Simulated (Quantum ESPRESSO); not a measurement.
# MoSe2 (P6_3/mmc) in Quantum ESPRESSO: dielectric tensor with LDA

Aim: the dielectric tensor of MoSe2 with LDA.

All numbers are computed with Quantum ESPRESSO 7.5; they aren't measurements. Logs are shortened: lines on timing, memory, paths and dates and some standing lists are left out, and cuts for length are marked.

## (1) The structure

Symmetry: P6_3/mmc, No. 194, hexagonal system. The conventional cell has a = 3.288 Å, b = 3.288 Å, c = 12.900 Å, α = 90.00°, β = 90.00°, γ = 120.00°. Around Mo (site symmetry -6m2) lie 6 Se at 2.49 Å. Around Se (site symmetry 3m) lie 3 Mo at 2.49 Å.

## (2) Dielectric tensor, LDA

Contents of pw.in:

```
&CONTROL
  calculation = 'scf'
  prefix = 'pwscf'
  outdir = './tmp'
  pseudo_dir = './pseudo'
  tprnfor = .true.
  tstress = .true.
  disk_io = 'low'
/
&SYSTEM
  ibrav = 0
  celldm(1) = 8
  nat = 6
  ntyp = 2
  ecutwfc = 86
  nbnd = 60
  occupations = 'smearing'
  smearing = 'fd'
  degauss = 0.00367493
/
&ELECTRONS
  conv_thr = 1.2d-09
  electron_maxstep = 120
  mixing_beta = 0.5
/
ATOMIC_SPECIES
Mo    95.9500 Mo.upf
Se    78.9710 Se.upf
CELL_PARAMETERS alat
  0.7766774372212   0.0000000000000   0.0000000000000
 -0.3883387186106   0.6726223911695   0.0000000000000
  0.0000000000000   0.0000000000000   3.0471833759591
ATOMIC_POSITIONS crystal
Mo     0.3333333333    0.6666666667    0.2500000000
Mo     0.6666666667    0.3333333333    0.7500000000
Se     0.3333333333    0.6666666667    0.6250000000
Se     0.6666666667    0.3333333333    0.1250000000
Se     0.3333333333    0.6666666667    0.8750000000
Se     0.6666666667    0.3333333333    0.3750000000
K_POINTS automatic
12 12 3 0 0 0
```

Contents of scf2.in:

```
&CONTROL
  calculation = 'scf'
  prefix = 'pwscf'
  outdir = './tmp'
  pseudo_dir = './pseudo'
  tprnfor = .true.
  tstress = .true.
  disk_io = 'low'
/
&SYSTEM
  ibrav = 0
  celldm(1) = 8
  nat = 6
  ntyp = 2
  ecutwfc = 86
  nbnd = 60
  occupations = 'fixed'
/
&ELECTRONS
  conv_thr = 1d-13
  electron_maxstep = 120
  mixing_beta = 0.5
  startingpot = 'file'
  startingwfc = 'file'
/
ATOMIC_SPECIES
Mo    95.9500 Mo.upf
Se    78.9710 Se.upf
CELL_PARAMETERS alat
  0.7766774372212   0.0000000000000   0.0000000000000
 -0.3883387186106   0.6726223911695   0.0000000000000
  0.0000000000000   0.0000000000000   3.0471833759591
ATOMIC_POSITIONS crystal
Mo     0.3333333333    0.6666666667    0.2500000000
Mo     0.6666666667    0.3333333333    0.7500000000
Se     0.3333333333    0.6666666667    0.6250000000
Se     0.6666666667    0.3333333333    0.1250000000
Se     0.3333333333    0.6666666667    0.8750000000
Se     0.6666666667    0.3333333333    0.3750000000
K_POINTS automatic
12 12 3 0 0 0
```

Contents of ph.in:

```
dielectric of MoSe2
&INPUTPH
  prefix = 'pwscf'
  outdir = './tmp'
  tr2_ph = 1d-18
  fildyn = 'dyn'
  niter_ph = 90
  alpha_mix(1) = 0.7
  epsil = .true.
  trans = .false.
  zeu = .true.
/
0.0000000000 0.0000000000 0.0000000000
```

Potentials or basis: PseudoDojo 0.4.1 SR LDA standard.

Command:

```bash
$ OMP_NUM_THREADS=1 mpirun -n 4 pw.x -nk 4 -in pw.in > pw.out
$ OMP_NUM_THREADS=1 mpirun -n 4 pw.x -nk 4 -in scf2.in > scf2.out
$ OMP_NUM_THREADS=1 mpirun -n 4 ph.x -nk 4 -in ph.in > ph.out
```

pw.out:

```text
This program is part of the open-source Quantum ESPRESSO suite
     for quantum simulation of materials; please cite
[... 6 lines left out ...]
     using ibrav=0 with symmetry is DISCOURAGED, use correct ibrav instead

     K-points division:     npool     =       4
     Subspace diagonalization in iterative solution of the eigenvalue problem:
     a serial algorithm will be used

     G-vector sticks info
     --------------------
     sticks:   dense  smooth     PW     G-vecs:    dense   smooth      PW
     Sum         925     925    253                87911    87911   13529

     Using Slab Decomposition

     bravais-lattice index     =            0
     lattice parameter (alat)  =       8.0000  a.u.
     unit-cell volume          =     815.0431 (a.u.)^3
     number of atoms/cell      =            6
     number of atomic types    =            2
     number of electrons       =        92.00
     number of Kohn-Sham states=           60
     kinetic-energy cutoff     =      86.0000  Ry
     charge density cutoff     =     344.0000  Ry
     scf convergence threshold =      1.2E-09
     mixing beta               =       0.5000
     number of iterations used =            8  plain     mixing
     Exchange-correlation= SLA  PW   NOGX NOGC
                           (   1   4   0   0   0   0   0)

     celldm(1)=   8.000000  celldm(2)=   0.000000  celldm(3)=   0.000000
     celldm(4)=   0.000000  celldm(5)=   0.000000  celldm(6)=   0.000000

     crystal axes: (cart. coord. in units of alat)
               a(1) = (   0.776677   0.000000   0.000000 )
               a(2) = (  -0.388339   0.672622   0.000000 )
               a(3) = (   0.000000   0.000000   3.047183 )

     reciprocal axes: (cart. coord. in units 2 pi/alat)
               b(1) = (  1.287536  0.743359 -0.000000 )
               b(2) = (  0.000000  1.486718  0.000000 )
               b(3) = (  0.000000 -0.000000  0.328172 )

     PseudoPot. # 1 for Mo read from file:
     Mo.upf
     Pseudo is Norm-conserving + core correction, Zval = 14.0
     Generated using ONCVPSP code by D. R. Hamann
     Using radial grid of 1602 points,  6 beta functions with:
                l(1) =   0
                l(2) =   0
                l(3) =   1
                l(4) =   1
                l(5) =   2
                l(6) =   2

     PseudoPot. # 2 for Se read from file:
     Se.upf
[... 68 lines left out ...]

     Initial potential from superposition of free atoms

     starting charge      91.9975, renormalised to      92.0000
     Starting wfcs are   56 randomized atomic wfcs +    4 random wfcs

     Self-consistent Calculation

     iteration #  1     ecut=    86.00 Ry     beta= 0.50
     Davidson diagonalization with overlap
     ethr =  1.00E-02,  avg # of iterations =  5.7

     Threshold (ethr) on eigenvalues was too large:
     Diagonalizing with lowered threshold

     Davidson diagonalization with overlap
     ethr =  5.60E-04,  avg # of iterations =  2.0

     total energy              =   -1251.04857879 Ry
     estimated scf accuracy    <       0.52619077 Ry
[... 57 lines left out ...]
     iteration # 10     ecut=    86.00 Ry     beta= 0.50
     Davidson diagonalization with overlap
     ethr =  6.16E-12,  avg # of iterations =  2.2

     End of self-consistent calculation

          k = 0.0000 0.0000 0.0000 ( 10961 PWs)   bands (ev):

   -48.3590 -48.3590 -35.2783 -35.2783 -35.2783 -35.2783 -35.2778 -35.2778
   -35.2777 -35.2777 -35.2294 -35.2294 -35.2292 -35.2292 -35.2280 -35.2280
   -35.2278 -35.2278 -35.2098 -35.2096 -35.2065 -35.2063 -22.5964 -22.5963
   -22.4065 -22.4065 -22.4065 -22.4065  -2.3209  -2.0891  -1.2090  -0.8386
     6.1340   7.1710   9.4466   9.8612   9.8612   9.8737   9.8737  10.9296
    10.9296  10.9685  10.9685  11.6957  11.9495  12.8125  15.1993  15.1993
    15.2496  15.2496  15.4801  15.4801  15.6554  15.6554  17.8324  18.2845
    20.5955  20.8047  20.9883  22.5041
[... 113 lines left out ...]
   -48.3359 -48.3359 -35.2784 -35.2784 -35.2772 -35.2772 -35.2740 -35.2740
   -35.2737 -35.2737 -35.2302 -35.2301 -35.2301 -35.2300 -35.2294 -35.2293
   -35.2284 -35.2283 -35.2078 -35.2078 -35.2043 -35.2042 -22.6703 -22.6703
   -22.5356 -22.5356 -22.4664 -22.4664  -0.5869  -0.5271  -0.2456  -0.1810
     6.5378   6.6773   7.4705   7.5476   8.2274   8.5254   9.3541   9.3922
    10.4039  10.5837  11.3523  11.3541  11.4401  11.4603  14.1838  14.2262
    14.4349  14.6453  15.6225  16.1597  16.4218  16.6399  18.0882  18.5373
    19.4133  19.8479  20.4136  20.9098

          k = 0.0000-0.7434 0.0000 ( 11018 PWs)   bands (ev):

   -48.3342 -48.3342 -35.2784 -35.2784 -35.2771 -35.2771 -35.2737 -35.2737
   -35.2734 -35.2734 -35.2304 -35.2302 -35.2302 -35.2300 -35.2294 -35.2293
   -35.2285 -35.2282 -35.2077 -35.2076 -35.2041 -35.2041 -22.6888 -22.6887
   -22.5312 -22.5312 -22.4707 -22.4707  -0.4334  -0.3414  -0.1957  -0.1067
     6.2747   6.5494   7.2914   7.4515   7.9728   8.5980   9.2531   9.3308
    10.3431  10.5856  11.4084  11.4831  11.5900  11.6102  14.1551  14.2009
    14.5071  14.7780  15.4775  16.3440  16.6663  16.8055  17.5083  17.9444
    19.2285  20.0833  20.3367  20.3421

          k = 0.0000-0.7434 0.1094 ( 11002 PWs)   bands (ev):

   -48.3342 -48.3342 -35.2784 -35.2784 -35.2771 -35.2771 -35.2737 -35.2737
   -35.2734 -35.2734 -35.2304 -35.2303 -35.2302 -35.2300 -35.2294 -35.2293
   -35.2284 -35.2283 -35.2077 -35.2076 -35.2041 -35.2041 -22.6888 -22.6888
   -22.5312 -22.5312 -22.4707 -22.4707  -0.4158  -0.3722  -0.1656  -0.1235
     6.3374   6.4748   7.3046   7.3677   8.1812   8.4774   9.2716   9.3104
    10.3886  10.5067  11.4588  11.5197  11.5596  11.5708  14.1649  14.1876
    14.5854  14.7201  15.6798  16.2168  16.4571  16.6872  17.6972  18.0762
    19.2943  19.9807  20.0736  20.7838
[... 256 lines left out ...]
   -48.3311 -48.3311 -35.2763 -35.2763 -35.2753 -35.2753 -35.2751 -35.2750
   -35.2747 -35.2747 -35.2312 -35.2311 -35.2299 -35.2299 -35.2292 -35.2290
   -35.2284 -35.2284 -35.2074 -35.2074 -35.2039 -35.2039 -22.6229 -22.6229
   -22.5813 -22.5813 -22.5231 -22.5231  -0.1288  -0.1288   0.0106   0.0106
     6.9440   7.0288   7.5705   7.5705   8.0730   8.2021   8.6210   8.6210
     9.4078   9.4078  10.2623  10.2623  12.1565  12.2454  13.6751  13.6751
    14.7288  15.2342  15.4870  15.4870  16.7457  16.7457  18.5272  19.3970
    19.6584  19.6584  21.4818  21.4818

     the Fermi energy is    13.1672 ev

!    total energy              =   -1251.24547383 Ry
     estimated scf accuracy    <          1.3E-10 Ry
     smearing contrib. (-TS)   =      -0.00000050 Ry
     internal energy E=F+TS    =   -1251.24547333 Ry

     The total energy is F=E-TS. E is the sum of the following terms:
     one-electron contribution =    -651.77474499 Ry
     hartree contribution      =     355.87099583 Ry
     xc contribution           =    -232.23513021 Ry
     ewald contribution        =    -723.10659396 Ry

     convergence has been achieved in  10 iterations

     Forces acting on atoms (cartesian axes, Ry/au):

     atom    1 type  1   force =    -0.00000000    0.00000000    0.00000000
     atom    2 type  1   force =     0.00000000    0.00000000   -0.00000000
     atom    3 type  2   force =     0.00000000    0.00000000   -0.02348040
     atom    4 type  2   force =     0.00000000   -0.00000000   -0.02348040
     atom    5 type  2   force =     0.00000000    0.00000000    0.02348040
     atom    6 type  2   force =    -0.00000000   -0.00000000    0.02348040

     Total force =     0.046961     Total SCF correction =     0.000021

     Computing stress (Cartesian axis) and pressure

          total   stress  (Ry/bohr**3)                   (kbar)     P=        7.55
  -0.00006415  -0.00000000   0.00000000           -9.44       -0.00        0.00
  -0.00000000  -0.00006415   0.00000000           -0.00       -9.44        0.00
   0.00000000   0.00000000   0.00028219            0.00        0.00       41.51

=------------------------------------------------------------------------------=
   JOB DONE.
=------------------------------------------------------------------------------=
```

Wall time 28 min (4 MPI ranks of Arm Neoverse V2, shared host); peak memory 0.96 GiB.

What came out:

```yaml
Free_energy: -17024.0619 eV
Pressure: 0.8 GPa
Largest_force: 0.604 eV/Å
Band_gap_on_the_k_mesh: 0.83 eV, indirect (least direct gap 1.37 eV)
Electronic_dielectric_tensor_diagonal: 16.53, 16.53, 7.48
Born_charges_mean_of_the_diagonal: Mo -1.62; Se +0.81 e
```

Forces in eV/Å, atoms in the order of the input:
```
Mo   0.000  0.000  0.000
Mo   0.000  0.000  0.000
Se   0.000  0.000 -0.604
Se   0.000  0.000 -0.604
Se   0.000  0.000  0.604
Se   0.000  0.000  0.604
```

Stress tensor (GPa, compression positive):
```
-0.94  0.00  0.00
 0.00 -0.94  0.00
 0.00  0.00  4.15
```

Levels at points of the mesh, in eV from the valence-band top:
```csv
k point,band 42,band 43,band 44,band 45,band 46,band 47,band 48,band 49,band 50,band 51
"(0.00, 0.00, 0.00)",-1.84,-1.84,-1.12,-0.86,0.00,2.39,2.39,2.44,2.44,2.67
"(0.00, -0.50, 0.00)",-2.23,-1.40,-1.33,-1.22,-1.20,1.34,1.39,1.69,1.97,2.67
```

Electronic dielectric tensor:
```
16.53  0.00  0.00
 0.00 16.53  0.00
 0.00  0.00  7.48
```

Born effective charge tensors (e):
atom 1, Mo
```
-1.86  0.00  0.00
 0.00 -1.86  0.00
 0.00  0.00 -1.14
```
atom 2, Mo
```
-1.86  0.00  0.00
 0.00 -1.86  0.00
 0.00  0.00 -1.14
```
atom 3, Se
```
0.93 0.00 0.00
0.00 0.93 0.00
0.00 0.00 0.57
```
atom 4, Se
```
0.93 0.00 0.00
0.00 0.93 0.00
0.00 0.00 0.57
```
atom 5, Se
```
0.93 0.00 0.00
0.00 0.93 0.00
0.00 0.00 0.57
```
atom 6, Se
```
0.93 0.00 0.00
0.00 0.93 0.00
0.00 0.00 0.57
```

Caveat: on a mesh that holds Γ this program's dielectric tensor can be off by some percent beyond the error of the mesh; an odd mesh through Γ misses points on the zone boundary, where band edges often lie; the cell's inner coordinates are idealised or old, which leaves forces on the atoms.
